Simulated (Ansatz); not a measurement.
**KI: the gap against volume**

KI, Fm-3m, a = 7.176 Å. Ansatz: PBE, PAW, 420 eV, Γ-centred 6×6×6 mesh on 2 atoms, Gaussian smearing 0.02 eV; no spin polarisation. Symmetry fixes shape and atoms, so the cell is only scaled; x = ln(V/V0) with V0 = 46.198 Å³/atom. The gap is read at the mesh points alone.

| x | gap y (eV) |
| --- | --- |
| -0.0619 | ? |
| -0.0305 | 3.929 |
| 0.0000 | 3.861 |
| 0.0296 | 3.797 |
| 0.0583 | 3.737 |

**Question.** Fit a straight line to the other rows, give the volume deformation potential of the gap and its pressure coefficient, and predict the missing gap. B0 = 10.6 GPa.

**Answer.** Means x = 0.01435, y = 3.8310; Σ(Δx)² = 0.004382, ΣΔxΔy = -0.009476; the slope is their ratio. y = 3.8620 − 2.1626 x. The slope is the deformation potential a = dE_g/d ln V = -2.16 eV, and dE_g/dP = −a/B0 = 204 meV/GPa. At x = -0.0619 the fit asked for gives 3.996 eV. The run gave 4.003 eV, so the fit is 0.007 eV too low, 2.6 % of the span of the series, against an rms of 0.001 eV on the fitted rows. The row lies outside the fitted range. With a term in x² added, a fit to the same known rows predicts 4.001 eV, so most of the miss is curvature that the known rows already hold.

Spin-orbit coupling is left out, which matters for the bands of heavy elements. Semilocal functionals give gaps under the measured ones; changes of the gap mostly carry over better.